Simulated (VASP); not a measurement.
# SiO2 (Cristobalite) (P4_12_12) in VASP: relaxation of cell and atoms with LDA

Aim: the relaxation of cell and atoms of SiO2 (Cristobalite) with LDA.

Program: VASP 6.6.1. These are calculated values, not measurements. Logs are shortened: lines on timing, memory, paths and dates and some standing lists are left out, and cuts for length are marked.

**1. The structure**

Symmetry: P4_12_12, No. 92, tetragonal system. The conventional cell has a = 4.982 Å, b = 4.982 Å, c = 6.963 Å, α = 90.00°, β = 90.00°, γ = 90.00°. Si (site symmetry 2) is surrounded by 4 O at 1.60 to 1.61 Å. Around O (site symmetry 1) lie 2 Si at 1.60 to 1.61 Å.

**2. Relaxation of cell and atoms, LDA**

File INCAR:

```
PREC     = Accurate       # precision mode
ENCUT    = 600            # plane-wave cutoff, eV
EDIFF    = 1E-6           # SCF threshold, eV
ISMEAR   = 0              # smearing method
SIGMA    = 0.02           # smearing width, eV
LREAL    = F              # projectors in reciprocal space
LASPH    = T              # aspherical terms in the spheres
NELM     = 100            # most SCF steps
ALGO     = Normal         # electronic algorithm
ISIF     = 3              # what is computed and relaxed
LWAVE    = F              # write WAVECAR
LCHARG   = F              # write CHGCAR
GGA      = CA             # functional
IBRION   = 2              # ionic algorithm
NSW      = 40             # ionic steps
EDIFFG   = -0.02          # ionic threshold
KPAR     = 4
```

File KPOINTS:

```
regular mesh
0
Gamma
  6 6 4
```

File POSCAR:

```
SiO2
1.0
    4.9820000000      0.0000000000      0.0000000000
    0.0000000000      4.9820000000      0.0000000000
    0.0000000000      0.0000000000      6.9630000000
Si O
4 8
Direct
    0.7989700000      0.2010300000      0.7500000000
    0.7010300000      0.7010300000      0.5000000000
    0.2010300000      0.7989700000      0.2500000000
    0.2989700000      0.2989700000      0.0000000000
    0.1034700000      0.2398900000      0.8218700000
    0.2601100000      0.6034700000      0.0718700000
    0.8965300000      0.7601100000      0.3218700000
    0.7398900000      0.3965300000      0.5718700000
    0.6034700000      0.2601100000      0.9281300000
    0.7601100000      0.8965300000      0.6781300000
    0.3965300000      0.7398900000      0.4281300000
    0.2398900000      0.1034700000      0.1781300000
```

Potentials or basis: VASP PAW LDA potentials, release 64 (Si, O).

Run with:

```
$ cat potpaw_LDA.64/Si/POTCAR potpaw_LDA.64/O/POTCAR > POTCAR
$ mpirun -np 4 vasp_std > vasp.out
```

OUTCAR:

```text
PREC = Accurate
   ENCUT = 600
   EDIFF = 1E-6
   ISMEAR = 0
   LREAL = F
   LASPH = T
   NELM = 100
   ISIF = 3
   GGA = CA
   IBRION = 2
   NSW = 40
   EDIFFG = -0.02

 ion  position               nearest neighbor table
   1  0.799  0.201  0.750-   8 1.60   9 1.60   5 1.61  10 1.61   2 3.08   4 3.08   2 3.08   4 3.08

   2  0.701  0.701  0.500-   7 1.60  10 1.60   8 1.61  11 1.61   1 3.08   3 3.08   1 3.08   3 3.08

   3  0.201  0.799  0.250-   6 1.60  11 1.60   7 1.61  12 1.61   2 3.08   4 3.08   4 3.08   2 3.08

   4  0.299  0.299  0.000-   5 1.60  12 1.60   9 1.61   6 1.61   1 3.08   3 3.08   3 3.08   1 3.08

   5  0.103  0.240  0.822-   4 1.60   1 1.61
   6  0.260  0.603  0.072-   3 1.60   4 1.61
   7  0.897  0.760  0.322-   2 1.60   3 1.61
   8  0.740  0.397  0.572-   1 1.60   2 1.61
   9  0.603  0.260  0.928-   1 1.60   4 1.61
  10  0.760  0.897  0.678-   2 1.60   1 1.61
  11  0.397  0.740  0.428-   3 1.60   2 1.61
  12  0.240  0.103  0.178-   4 1.60   3 1.61

  LATTYP: Found a simple tetragonal cell.
 ALAT       =     4.9820000000
 C/A-ratio  =     1.3976314733

  Lattice vectors:

 A1 = (   4.9820000000,   0.0000000000,   0.0000000000)
 A2 = (   0.0000000000,   4.9820000000,   0.0000000000)
 A3 = (   0.0000000000,   0.0000000000,   6.9630000000)

Analysis of symmetry for initial positions (statically):
=====================================================================
 Subroutine PRICEL returns:
 Original cell was already a primitive cell.

 Routine SETGRP: Setting up the symmetry group for a
 simple tetragonal supercell.

 Subroutine GETGRP returns: Found  8 space group operations
 (whereof  2 operations were pure point group operations)
 out of a pool of 16 trial point group operations.

The static configuration has the point symmetry C_2 .
 The point group associated with its full space group is D_4 .

Analysis of symmetry for dynamics (positions and initial velocities):
=====================================================================
 Subroutine PRICEL returns:
 Original cell was already a primitive cell.

 Routine SETGRP: Setting up the symmetry group for a
 simple tetragonal supercell.

 Subroutine GETGRP returns: Found  8 space group operations
 (whereof  2 operations were pure point group operations)
 out of a pool of 16 trial point group operations.

The dynamic configuration has the point symmetry C_2 .
 The point group associated with its full space group is D_4 .

 Subroutine INISYM returns: Found  8 space group operations
 (whereof  2 operations are pure point group operations),
 and found     1 'primitive' translations

[... 132 lines left out ...]
   IMIX   =      4    mixing-type and parameters
     AMIX     =   0.40;   BMIX     =  1.00
     AMIX_MAG =   1.60;   BMIX_MAG =  1.00
  volume/ion in A,a.u.               =      14.40        97.19
  Fermi-wavevector in a.u.,A,eV,Ry     =   1.175620  2.221599 18.804365  1.382082
  Thomas-Fermi vector in A             =   2.311997
   LORBIT       =      0    0 simple, 1 ext, 2 COOP (PROOUT), +10 PAW based schemes
   GGA     = CA    functional components
   LHFCALC =     F    Hartree Fock is set to
   AEXX    =    0.0000 exact exchange contribution
   IVDW    =     0    specifies the selected vdW correction
   LEPSILON=     F    determine dielectric tensor
   LRPA    =     F    only Hartree local field effects (RPA)
 conjugate gradient relaxation of ions
 non-spin polarized calculation
 Gauss-broadening in eV      SIGMA  =   0.02
  energy-cutoff  :      600.00
  volume of cell :      172.82
 maximum number of plane-waves:      5796
 NGX is ok and might be reduce to    40
   NGX = 19   NGY = 19   NGZ = 27

--------------------------------------- Ionic step        1  -------------------------------------------

 number of electron      63.9999987 magnetization

 Free energy of the ion-electron system (eV)
  ---------------------------------------------------
  ext. energy  EPLUGINS =         0.00000000
  ---------------------------------------------------
  free energy    TOTEN  =      -103.78102860 eV

  energy without entropy =     -103.78102860  energy(sigma->0) =     -103.78102860

------------------------ aborting loop because EDIFF is reached ----------------------------------------

  FORCE on cell =-STRESS in cart. coord.  units (eV):
  Direction    XX          YY          ZZ          XY          YZ          ZX
  --------------------------------------------------------------------------------------
  -------------------------------------------------------------------------------------
  Total        0.1669519      0.1669519      0.7011833      0.0000000      0.0000000      0.0000000
  in kB        1.5477403      1.5477403      6.5003734      0.0000000      0.0000000      0.0000000
  external PRESSURE =       3.1986180 kB  Pullay stress =       0.0000000 kB
[... 119 lines left out ...]
  FREE ENERGIE OF THE ION-ELECTRON SYSTEM (eV)
  ---------------------------------------------------
  free  energy   TOTEN  =      -103.7830817613 eV

  energy  without entropy=     -103.7830817613  energy(sigma->0) =     -103.78308176

 E-fermi :  -0.0219     XC(G=0):  -8.9857

 val. band max:       -0.1228415404   @ k =   0.0000   0.0000   0.0000
 cond. band min:       5.3851857141   @ k =   0.0000   0.0000   0.0000
 fundamental gap:      5.5080272546
 Fermi energy:        -0.0218747007

 k-point     1 :       0.0000    0.0000    0.0000
  band No.  band energies     occupation
      1     -19.3820      2.00000
      2     -18.4448      2.00000
      3     -18.4448      2.00000
      4     -17.2174      2.00000
      5     -17.1906      2.00000
      6     -17.1737      2.00000
[... 997 lines left out ...]
     38       8.8727      0.00000
     39       9.8799      0.00000

 [... further k-points ...]

[... ionic steps 4 to 28 ...]

--------------------------------------- Ionic step       29  -------------------------------------------

 number of electron      63.9999989 magnetization

------------------------ aborting loop because EDIFF is reached ----------------------------------------
[... 87 lines left out ...]
--------------------------------------- Ionic step       31  -------------------------------------------

 number of electron      63.9999995 magnetization

 Free energy of the ion-electron system (eV)
  ---------------------------------------------------
  ext. energy  EPLUGINS =         0.00000000
  ---------------------------------------------------
  free energy    TOTEN  =      -103.79442828 eV

  energy without entropy =     -103.79442828  energy(sigma->0) =     -103.79442828

 E-fermi :   0.2310     XC(G=0):  -9.2079

 val. band max:        0.1276081962   @ k =   0.0000   0.0000   0.0000
 cond. band min:       5.6958214771   @ k =   0.0000   0.0000   0.0000
 fundamental gap:      5.5682132809
 Fermi energy:         0.2310080947

 k-point     1 :       0.0000    0.0000    0.0000
  band No.  band energies     occupation
      1     -19.1474      2.00000
      2     -18.1927      2.00000
      3     -18.1927      2.00000
      4     -16.9672      2.00000
      5     -16.9098      2.00000
      6     -16.9076      2.00000
[... 1038 lines left out ...]
  FREE ENERGIE OF THE ION-ELECTRON SYSTEM (eV)
  ---------------------------------------------------
  free  energy   TOTEN  =      -103.7944282830 eV

  energy  without entropy=     -103.7944282830  energy(sigma->0) =     -103.79442828

 reached required accuracy - stopping structural energy minimisation
```

CONTCAR:

```text
SiO2
   1.00000000000000
     4.9296500900314557   -0.0000000000000000   -0.0000000000000000
    -0.0000000000000000    4.9296500900314557   -0.0000000000000000
     0.0000000000000000    0.0000000000000000    6.8226705395445979
  Si              O
     4     8
Direct
     0.8070409829020161    0.1929590170979837    0.7500000000000000
     0.6929590170979839    0.6929590170979839    0.5000000000000000
     0.1929590170979837    0.8070409829020161    0.2500000000000000
     0.3070409829020164    0.3070409829020164    0.0000000000000000
     0.1179371466272207    0.2366669251669044    0.8143833663642875
     0.2633330748330954    0.6179371466272203    0.0643833663642876
     0.8820628533727797    0.7633330748330955    0.3143833663642876
     0.7366669251669045    0.3820628533727795    0.5643833663642875
     0.6179371466272203    0.2633330748330954    0.9356166336357125
     0.7633330748330955    0.8820628533727797    0.6856166336357125
     0.3820628533727795    0.7366669251669045    0.4356166336357124
     0.2366669251669044    0.1179371466272207    0.1856166336357125

  0.00000000E+00  0.00000000E+00  0.00000000E+00
  0.00000000E+00  0.00000000E+00  0.00000000E+00
  0.00000000E+00  0.00000000E+00  0.00000000E+00
  0.00000000E+00  0.00000000E+00  0.00000000E+00
  0.00000000E+00  0.00000000E+00  0.00000000E+00
  0.00000000E+00  0.00000000E+00  0.00000000E+00
  0.00000000E+00  0.00000000E+00  0.00000000E+00
  0.00000000E+00  0.00000000E+00  0.00000000E+00
  0.00000000E+00  0.00000000E+00  0.00000000E+00
  0.00000000E+00  0.00000000E+00  0.00000000E+00
  0.00000000E+00  0.00000000E+00  0.00000000E+00
  0.00000000E+00  0.00000000E+00  0.00000000E+00
```

Run time: 9.2 min. Hardware: 4 MPI ranks of Intel Xeon Platinum 8488C (Sapphire Rapids), shared host; peak memory 0.34 GiB.

Results:

```yaml
Free_energy: -103.7944 eV
Relaxed_volume: 13.82 Å³/atom
Relaxed_cell: a = 4.930 Å, b = 4.930 Å, c = 6.823 Å, α = 90.00°, β = 90.00°, γ = 90.00°
Space_group_after_relaxing_to_0.05_Å: P4_12_12 (No. 92)
Energy_gained_by_relaxing: 1.1 meV/atom
Ionic_steps: 31
Pressure_after_relaxing: 0.1 GPa
Largest_force_after_relaxing: 0.014 eV/Å
Band_gap_on_the_k_mesh: 5.57 eV, direct
```

Forces in eV/Å, atoms in the order of the input:
```
Si   0.003 -0.003  0.000
Si  -0.003 -0.003  0.000
Si  -0.003  0.003  0.000
Si   0.003  0.003  0.000
O    0.003 -0.014 -0.003
O    0.014  0.003 -0.003
O   -0.003  0.014 -0.003
O   -0.014 -0.003 -0.003
O    0.003  0.014  0.003
O    0.014 -0.003  0.003
O   -0.003 -0.014  0.003
O   -0.014  0.003  0.003
```

The path:
```
step  energy change (eV)  largest force (eV/Å)  pressure (GPa)  volume (Å³)
   1              0.0000                0.1823            0.32       172.82
   2              0.0185                0.5250           -0.50       173.54
   3             -0.0021                0.0325            0.10       173.00
   4             -0.0024                0.0240           -0.21       173.22
   5             -0.0024                0.0238           -0.20       173.22
   6             -0.0027                0.0186           -0.17       173.13
   7             -0.0034                0.0226           -0.08       172.88
   8             -0.0032                0.0517            0.09       172.36
   9             -0.0036                0.0344           -0.02       172.66
  10             -0.0041                0.0323           -0.04       172.49
  11             -0.0051                0.0576           -0.14       171.97
  12             -0.0056                0.1382           -0.31       170.94
  13             -0.0057                0.1109           -0.25       171.28
  14             -0.0058                0.1077           -0.25       171.23
  15             -0.0061                0.0977           -0.24       171.10
  16             -0.0066                0.0784           -0.23       170.85
  17             -0.0071                0.0434           -0.21       170.34
  18             -0.0066                0.1627           -0.16       169.32
  19             -0.0072                0.0733           -0.19       170.07
  20             -0.0074                0.0706           -0.14       169.94
  21             -0.0079                0.0616            0.02       169.55
  22             -0.0084                0.0438            0.32       168.77
  23             -0.0090                0.0421            0.27       168.63
  24             -0.0105                0.0448            0.09       168.18
  25             -0.0116                0.0633           -0.31       167.30
  26             -0.0121                0.0331           -0.24       166.91
  27             -0.0122                0.0374           -0.19       166.61
  28             -0.0126                0.0293           -0.04       166.37
  29             -0.0127                0.0330            0.13       166.10
  30             -0.0129                0.0274            0.12       166.03
  31             -0.0134                0.0142            0.09       165.80
```

Final structure:
```cif
data_structure
_symmetry_space_group_name_H-M 'P 1'
_symmetry_Int_Tables_number 1
_cell_length_a 4.9297
_cell_length_b 4.9297
_cell_length_c 6.8227
_cell_angle_alpha 90.000
_cell_angle_beta 90.000
_cell_angle_gamma 90.000
_cell_volume 165.80
loop_
_atom_site_label
_atom_site_type_symbol
_atom_site_fract_x
_atom_site_fract_y
_atom_site_fract_z
_atom_site_occupancy
Si1 Si 0.80704 0.19296 0.75000 1
Si2 Si 0.69296 0.69296 0.50000 1
Si3 Si 0.19296 0.80704 0.25000 1
Si4 Si 0.30704 0.30704 0.00000 1
O1 O 0.11794 0.23667 0.81438 1
O2 O 0.26333 0.61794 0.06438 1
O3 O 0.88206 0.76333 0.31438 1
O4 O 0.73667 0.38206 0.56438 1
O5 O 0.61794 0.26333 0.93562 1
O6 O 0.76333 0.88206 0.68562 1
O7 O 0.38206 0.73667 0.43562 1
O8 O 0.23667 0.11794 0.18562 1
```
